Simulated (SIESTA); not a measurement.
TiO2 (Anatase):

```
Ti O
1.0
    -1.89210    1.89210    4.75730
     1.89210   -1.89210    4.75730
     1.89210    1.89210   -4.75730
Ti O
2 4
Direct
  0.75000 0.25000 0.50000
  0.00000 0.00000 0.00000
  0.79190 0.79190 0.00000
  0.54190 0.04190 0.50000
  0.95810 0.45810 0.50000
  0.20810 0.20810 0.00000
```

Base run:

| Item | Value |
| --- | --- |
| Program | SIESTA 5.4.2 |
| Functional | PBE |
| Potentials or basis | PseudoDojo 0.4 standard (PBE files) |
| Basis | DZDP (energy shift 0.005 Ry) |
| Grid cutoff | 800 Ry |
| Energy shift | 0.005 Ry |
| k mesh | 7 × 7 × 7 |
| Occupations | fermi-dirac, width 0.05 eV |
| Spin | no spin polarisation |

Its results: band gap on the k mesh 2.00 eV, indirect (least direct gap 2.32 eV); pressure 7.3 GPa; largest force 0.229 eV/Å.

The run is repeated on the same cell with these changes: basis from DZDP (energy shift 0.005 Ry) to TZDP (energy shift 0.003 Ry; two zetas on semicore shells); energy shift from 0.005 Ry to 0.003 Ry. What comes out?

Band gap on the k mesh 2.08 eV, indirect (least direct gap 2.43 eV); pressure 7.0 GPa; largest force 0.133 eV/Å.

Caveats: the basis of atomic orbitals isn't converged, which shifts pressures, moduli and gaps; semicore shells carry a single zeta, which can move pressures by several GPa and volumes by a few percent (some runs).

Not every run made on this cell is shown here.
